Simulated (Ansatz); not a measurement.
The parent structure is Ti3SiC2 (space group P6_3/mmc, No. 194; a = 3.042 Å, c = 17.577 Å).

Calculations: PBEsol (Ansatz, a program for electronic structure; PAW; 420 eV plane waves; no SOC).

One change was made to it. Results:

The c/a ratio stays essentially unchanged (5.777 against 5.778); the lattice parameter a hardly moves (304.2 pm against 304.1 pm).

Which of these changes matches the shifts?
(A) pressure 3 GPa
(B) pressure 10 GPa
(C) pressure 0.3 GPa

C, pressure 0.3 GPa. For comparison, the lattice parameter a in the other runs: pressure 10 GPa gives 299.5 pm; pressure 3 GPa gives 302.7 pm.

Load acts through the strain it causes; cell and atoms are relaxed under it. No phonon test of stability was made. No other phases were tried under pressure. All final runs are without spin polarisation.
